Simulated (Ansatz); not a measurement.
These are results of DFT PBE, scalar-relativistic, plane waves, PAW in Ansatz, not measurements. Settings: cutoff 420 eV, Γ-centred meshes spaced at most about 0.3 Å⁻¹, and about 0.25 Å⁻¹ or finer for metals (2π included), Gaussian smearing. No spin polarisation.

Each guess is relaxed in cell and atoms at zero pressure, on a coarse mesh first where it starts far from rest and then on a converged one. The steps can't lower the symmetry of the start, but it can rise. Energies are static (0 K, no zero-point motion).

Two unrelaxed guesses for CdH6:

Guess 1.

```yaml
crystal:
  lattice:
    - [4.27353, 0.00000, 0.00000]
    - [0.00000, 4.27353, 0.00000]
    - [0.00000, 0.00000, 3.53714]
  atoms:
    - { symbol: Cd, position: [0.50000, 0.50000, 0.50000] }
    - { symbol: H, position: [0.67259, 0.50000, 0.00000] }
    - { symbol: H, position: [0.32741, 0.50000, 0.00000] }
    - { symbol: H, position: [0.50000, 0.67259, 0.00000] }
    - { symbol: H, position: [0.50000, 0.32741, 0.00000] }
    - { symbol: H, position: [0.00000, 0.50000, 0.50000] }
    - { symbol: H, position: [0.50000, 0.00000, 0.50000] }
```

Guess 2.

```yaml
crystal:
  lattice:
    - [0.00000, 3.18879, 3.18879]
    - [3.18879, 0.00000, 3.18879]
    - [3.18879, 3.18879, 0.00000]
  atoms:
    - { symbol: Cd, position: [0.50000, 0.50000, 0.50000] }
    - { symbol: H, position: [0.06089, 0.43911, 0.43911] }
    - { symbol: H, position: [0.43911, 0.06089, 0.06089] }
    - { symbol: H, position: [0.43911, 0.06089, 0.43911] }
    - { symbol: H, position: [0.06089, 0.43911, 0.06089] }
    - { symbol: H, position: [0.43911, 0.43911, 0.06089] }
    - { symbol: H, position: [0.06089, 0.06089, 0.43911] }
```

Question: Where do they end, and which end is lower?

Answer: Guess 1 ends lower, by 0.61 eV/atom. Guess 1: P4/mmm at 9.2 Å³/atom → P4/mmm at 15.7 Å³/atom; Guess 2: F-43m at 9.3 Å³/atom → F-43m at 7.9 Å³/atom. Counting H atoms around Cd (those within 1.25 times the shortest such distance or 1.15 times the sum of covalent radii, 1.27 where that leaves under three), the end of guess 1 has Cd 4 and the end of guess 2 has Cd 12. The end of guess 1 holds H–H pairs as short as in free H₂ molecules (shortest 0.75 Å); in the end of guess 2 the shortest H–H distance is 1.38 Å. End of guess 1. Conventional cell: a = 3.855 Å, c = 7.409 Å. Cd has 4 H at 1.93 Å; around H on a site of symmetry m2m lies 1 H at 0.75 Å; around H on a site of symmetry mmm lie 2 Cd at 1.93 Å. End of guess 2. Conventional cell: a = 6.035 Å. Around Cd lie 12 H at 2.20 Å; H has 4 H at 1.38 Å, 1 H at 1.95 Å and 2 Cd at 2.20 Å.

Ends held by symmetry can be saddle points. Neither end is the lowest form computed: that has space group R-3 (No. 148) and lies 101 meV/atom below the better end. Even the lowest of the cells shown lies +0.20 eV/atom against the elements. Weakly bound directions are ill-defined at this level, which has no dispersion term (P4/mmm), and this can change margins and order among such cells. With hydrogen, zero-point motion can shift such differences by 10 meV/atom or more. Some structure types and database cells were kept out of the candidates from the start, so a known form may be missing.
